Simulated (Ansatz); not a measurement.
LiCl, h-MgO type, relaxed with r2SCAN: 4 runs in Ansatz, each a calculation of independent-particle optics. Space group P6_3/mmc (No. 194), hexagonal; conventional cell a = 4.162 Å, c = 5.233 Å, 19.62 Å³ an atom. Li has 5 Cl at 2.40–2.62 Å; Cl has 5 Li at 2.40–2.62 Å. Note: simulated data, non-magnetic, for a generated structure that need not be the stable one.

```
Li Cl
1.0
     4.16187    0.00000    0.00000
    -2.08094    3.60429    0.00000
     0.00000    0.00000    5.23255
Li Cl
2 2
Cartesian
  0.0000 2.4029 1.3081
  2.0809 1.2014 3.9244
  2.0809 1.2014 1.3081
  0.0000 2.4029 3.9244
```

On meshes this coarse, single peaks can be features of the mesh. No local fields, no excitons; the zone sum runs over the cells of the mesh, and ε∞ includes the bands left out of the spectrum. Up to four peaks are listed, those above 15 % of the tallest and inside the complete range; the four can differ from row to row.

| functional | k mesh | broadening (eV) | scissors (eV) | range (eV) | direct gap on the mesh before scissors (eV) | ε∞ xx | ε∞ yy | ε∞ zz | complete up to (eV) | tallest peaks of mean ε₂ (eV) |
| --- | --- | --- | --- | --- | --- | --- | --- | --- | --- | --- |
| PBE | 6×6×4 | 0.1 | 0.00 | 0–21 | 5.65 | 2.82 | 2.82 | 2.94 | 21.0 | 9.35 9.90 10.70 11.10 |
| r2SCAN | 6×6×4 | 0.1 | 0.00 | 0–21 | 6.30 | 2.65 | 2.65 | 2.74 | 21.0 | 10.10 10.65 11.55 11.90 |
| LDA | 6×6×4 | 0.1 | 0.00 | 0–21 | 5.24 | 2.94 | 2.94 | 3.07 | 21.0 | 9.05 9.60 10.45 10.85 |
| PBE | 6×6×4 | 0.1 | 1.29 (to HSE06) | 0–21 | 5.65 | 2.62 | 2.62 | 2.72 | 21.0 | 10.65 11.20 12.00 12.40 |
